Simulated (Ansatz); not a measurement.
Crystal: Mo.

```xyz
1
Lattice="-1.5838 1.5838 1.5838 1.5838 -1.5838 1.5838 1.5838 1.5838 -1.5838" Properties=species:S:1:pos:R:3 pbc="T T T"
Mo    0.0000    0.0000    0.0000
```

| Property | Result |
| --- | --- |
| Program | Ansatz 0.2.0 |
| Task | relaxation of cell and atoms |
| Functional | revPBE |
| Dispersion | D4 |
| Potentials or basis | Ansatz PAW |
| Cutoff | 420 eV (not typed: the program's choice for these potentials) |
| k mesh | 12 × 12 × 12 |
| Occupations | fermi-dirac, width 0.05 eV |
| Spin | no spin polarisation |

At the start: volume 15.89 Å³/atom.

**Question.** Where does the relaxation end?

**Answer.** It ends after 4 steps and the volume is 15.36 Å³/atom (-3.3 %); space group Im-3m (No. 229, to 0.05 Å).

Step by step:
| step | energy change (eV) | largest force (eV/Å) | volume (Å³) |
| --- | --- | --- | --- |
| 1 | 0.0000 | 0.0000 | 15.89 |
| 2 | -0.0148 | 0.0000 | 15.42 |
| 3 | -0.0150 | 0.0000 | 15.36 |
| 4 | -0.0148 | 0.0000 | 15.36 |

Final structure:
```xyz
1
Lattice="-1.5661 1.5661 1.5661 1.5661 -1.5661 1.5661 1.5661 1.5661 -1.5661" Properties=species:S:1:pos:R:3 pbc="T T T"
Mo    0.0000    0.0000    0.0000
```

Caveat: the plane-wave basis is chosen anew once the cell has moved, so the energies of steps on either side of that aren't comparable; pairwise dispersion overbinds metals, which lowers pressure and volume; the PAW data sets come from PBE, with cores solved anew for the run's functional, which leaves a small shift of forces and pressure.
